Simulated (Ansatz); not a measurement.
Crystal: Lu, fcc type, 1 atom in the cell.

Method: Ansatz, PBE, plane waves, PAW datasets (generated soft set 1).

Cutoff 420 eV; k-mesh 38×38×38 Γ-centred; Fermi–Dirac smearing of 0.0612 eV; no spin polarisation; no spin–orbit coupling.

```csv
V (Å³/atom),a (Å),E − E(min) (meV/atom),P (GPa)
27.224,4.7753,15.19,2.92
27.803,4.8090,6.58,1.86
28.382,4.8421,1.62,0.90
28.962,4.8749,0.00,0.02
29.541,4.9071,1.43,-0.79
30.120,4.9390,5.64,-1.53
30.699,4.9705,12.40,-2.20
```

(1) Fit a third-order Birch–Murnaghan equation of state to the energies.

## Answers

(1) V₀ = 28.972 Å³/atom (a₀ = 4.875 Å), B₀ = 42.1 GPa, B₀′ = 3.49.

The published all-electron PBE values for this crystal (mean of FLEUR and WIEN2k, k-spacing 0.06 Å⁻¹; Bosoni et al., Nat. Rev. Phys. 6, 45 (2024)) are V₀ = 28.971 Å³/atom, B₀ = 42.1 GPa, B₀′ = 3.49.

The stress includes the program's correction for the finite plane-wave basis.

This cubic structure is a model: it isn't the usual form of the substance at ambient conditions, and such phases are metastable or hypothetical.
